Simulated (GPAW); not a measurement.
Crystal: Se.

```
Se
1.0
     4.36620    0.00000    0.00000
    -2.18310    3.78124    0.00000
     0.00000    0.00000    4.95360
Se
3
Direct
  0.77460 0.77460 0.00000
  0.00000 0.22540 0.66667
  0.22540 0.00000 0.33333
```

Base run:

| Property | Result |
| --- | --- |
| Program | GPAW 26.7.0 |
| Functional | r2SCAN |
| Potentials or basis | GPAW PAW data sets (gpaw-data 1.2.1) |
| Cutoff | 600 eV |
| Basis | pw |
| k mesh | 7 × 7 × 6 |
| Occupations | fermi-dirac, width 0.05 eV |
| Spin | no spin polarisation |

Its results: band gap on the k mesh 1.45 eV, indirect (least direct gap 1.70 eV); pressure 1.3 GPa; largest force 0.055 eV/Å.

Task: After a change of settings the same cell gave: band gap on the k mesh 1.25 eV, indirect (least direct gap 1.50 eV); pressure 4.1 GPa; largest force 0.410 eV/Å. Which change was it?
A. functional from r2SCAN to PBE; occupations from fermi-dirac, width 0.05 eV to gaussian, width 0.028 eV
B. functional from r2SCAN to BLYP; potentials or basis from GPAW PAW data sets (gpaw-data 1.2.1) to PAW data sets generated in the run's folder for this functional
C. functional from r2SCAN to revPBE; potentials or basis from GPAW PAW data sets (gpaw-data 1.2.1) to the program's PAW data sets (release 1.2.1) made for this functional

Result: C.

Caveats: the mesh misses the band edges, which the band path finds closer together; the PAW data sets were made with another functional, which shifts forces and pressure a little (some runs).

Not every run made on this cell is shown here.
